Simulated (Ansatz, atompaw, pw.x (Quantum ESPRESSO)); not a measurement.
## What a changed setting does to a pw.x run (fcc H)

Potential: PAW, atompaw 4.2.0.5, PBE; core none, reference 1s1; waves: 1s (bound): rc 1.50 bohr; 1s channel at 0.3 Ry: rc 1.50 bohr; 2p channel at 0.2 Ry: rc 1.50 bohr; local part: troulliermartins scheme with l = 2 at 0 Ry, radius 1.30 bohr; core correction: none; augmentation: besselshape compensation charge, radius 1.30 bohr; PAW radius 1.50 bohr; waves and projectors: custom polynom2 7 10 vanderbiltortho.

The reference run (k-mesh 18³, cutoffs 40/400 Ry, Fermi–Dirac 0.01 Ry, mixing_beta 0.4, conv_thr 1e-9, no spin) gives 0.89 GPa at 2.975 Å³/atom, where all-electron LAPW gives -0.20 GPa. This run, with its own iteration cap, changes mixing_beta to 0.7.

```
&control
  calculation='scf', prefix='x', pseudo_dir='./', outdir='./tmp', tstress=.true., disk_io='none'
/
&system
  ibrav=0, nat=1, ntyp=1, ecutwfc=40, ecutrho=400, nbnd=7,
  occupations='smearing', smearing='fd', degauss=0.01
/
&electrons
  conv_thr=1e-09, mixing_beta=0.7, electron_maxstep=70
/
ATOMIC_SPECIES
H 1.0 H.UPF
CELL_PARAMETERS angstrom
  0.00000000 1.14152561 1.14152561
  1.14152561 0.00000000 1.14152561
  1.14152561 1.14152561 0.00000000
ATOMIC_POSITIONS crystal
H 0.0000 0.0000 0.0000
K_POINTS automatic
18 18 18 0 0 0
```

```bash
pw.x < H.scf.in > H.scf.out
```

Task: How does the run end?

Result: It converges in 4 iterations; the free energy moves by +0.0 meV/atom and the pressure by +0.00 GPa. The result is that of the reference run.

```
Message from routine setup:
     using ibrav=0 with symmetry is DISCOURAGED, use correct ibrav instead
     lattice parameter (alat)  =       3.0507  a.u.
     unit-cell volume          =      20.0763 (a.u.)^3
     number of electrons       =         1.00
     number of Kohn-Sham states=            7
     kinetic-energy cutoff     =      40.0000  Ry
     charge density cutoff     =     400.0000  Ry
     scf convergence threshold =      1.0E-09
     Exchange-correlation= SLA PW PBX PBC
     number of k points=   195  Fermi-Dirac smearing, width (Ry)=  0.0100
     iteration #  1     ecut=    40.00 Ry     beta= 0.70
     total energy              =      -1.07520740 Ry
     estimated scf accuracy    <       0.00000851 Ry
     iteration #  2     ecut=    40.00 Ry     beta= 0.70
     total energy              =      -1.07521365 Ry
     estimated scf accuracy    <       0.00000068 Ry
     iteration #  3     ecut=    40.00 Ry     beta= 0.70
     total energy              =      -1.07521373 Ry
     estimated scf accuracy    <          3.2E-09 Ry
     iteration #  4     ecut=    40.00 Ry     beta= 0.70
     the Fermi energy is     3.8049 ev
!    total energy              =      -1.07521373 Ry
     estimated scf accuracy    <          6.7E-11 Ry
     smearing contrib. (-TS)   =      -0.00045553 Ry
     convergence has been achieved in   4 iterations
          total   stress  (Ry/bohr**3)                   (kbar)     P=        8.87
     Message from routine punch:
     Nothing written, as per user request (disk_io='none')
```

The run took about 3.3 s on one core of a shared host (Intel(R) Xeon(R) Platinum 8488C, 96 threads, 372 GiB, load 69).
